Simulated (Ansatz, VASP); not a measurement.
**One calculation of BaTe, two programs**

```
CELL_PARAMETERS angstrom
5.07600 0.00000 0.00000
-2.53800 4.39594 0.00000
0.00000 0.00000 8.36316
ATOMIC_POSITIONS crystal
Ba 0.00000 0.00000 0.00000
Ba 0.00000 0.00000 0.50000
Te 0.33333 0.66667 0.75000
Te 0.66667 0.33333 0.25000
```

Alike in both runs: task relaxation of cell and atoms; functional PBE; k mesh 6 × 6 × 4; occupations gaussian, width 0.02 eV; no spin polarisation.

|  | VASP | Ansatz |
| --- | --- | --- |
| version | VASP 6.6.1 | Ansatz 0.2.0 |
| potentials or method | VASP PAW PBE potentials, release 64 (Ba_sv, Te) | scalar-relativistic, plane waves, PAW |
| plane-wave cutoff (eV) | 600 | 420 |
| valence electrons in the cell | 32 | 52 |

Ansatz gave:

```
gap on the k mesh at the Fermi level, each at its own relaxed structure (eV) : 1.75
relaxed volume (Å³/atom)                                                     : 44.61
relaxed cell length with the largest relative difference (Å)                 : 4.898
energy change over the relaxation (meV/atom)                                 : -20
```

Which values does VASP return?

gap on the k mesh at the Fermi level, each at its own relaxed structure (eV): 1.69; relaxed volume (Å³/atom): 45.13; relaxed cell length with the largest relative difference (Å): 4.917; energy change over the relaxation (meV/atom): -17.

The two sets of potentials don't hold the same shells in valence.

Caveats: spin-orbit coupling is left out, which moves the levels of the heavy elements. A k mesh can miss the band edges.
